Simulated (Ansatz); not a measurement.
`C=C=C(C)BCl` + `CC(=O)O` → `CC(=O)OBCl` + `C=C=CC` at 600 K and 1 bar (ligand exchange at a B–C bond).

Computed with Ansatz on PBE0-D4/def2-TZVP structures; ΔE is electronic, products minus reactants. CBS: MP2 limit from def2 TZ/QZ plus the TZ coupled-cluster correction, frozen cores. One conformer a species, not always the lowest.

```csv
species,CCSD(T)/CBS energy (Eh),H − E (kJ/mol),S (J/(mol·K))
`C=C=C(C)BCl`,-640.38080,298.9,454.8
`CC(=O)O`,-228.87529,204.1,348.2
`CC(=O)OBCl`,-713.52185,232.8,440.6
`C=C=CC`,-155.75749,268.1,361.1
```

H − E and S are ideal-gas, rigid-rotor, harmonic terms from PBE0-D4/def2-TZVP, for one conformer and one mirror image of each species. 1 Eh = 2625.50 kJ/mol, R = 8.31446 J/(mol·K).

By hand: ΔE, ΔH, ΔS and ΔG.

ΔE = (-713.52185) + (-155.75749) − (-640.38080) − (-228.87529) = -0.02325 Eh = -61.0 kJ/mol. Δ(H − E) = 232.8 + 268.1 − 298.9 − 204.1 = -2.1, so ΔH = -63.1 kJ/mol. ΔS = 440.6 + 361.1 − 454.8 − 348.2 = -1.3 J/(mol·K). ΔG = -63.1 − 600 × (-1.3)/1000 = -62.3 kJ/mol.

By hand: the equilibrium constant, and the temperature at which ΔG would vanish if ΔH and ΔS stayed fixed.

log₁₀ K = −ΔG/(RT ln 10) = 5.4. ΔG = 0 at ΔH/ΔS = 48538 K, far beyond where these terms or the molecules hold.

The number of gas molecules stays the same, so ΔS is small and ΔH decides. A doubt of 5 kJ/mol in ΔE shifts log₁₀ K by 0.4 here. Other conformers and mirror images would add mixing entropy, several J/(mol·K) or more a flexible species. These are equilibria of isolated gas molecules and say nothing of rates. Largest T1 diagnostic: 0.015 (customary marks: 0.02 for closed shells, 0.045 for open ones).
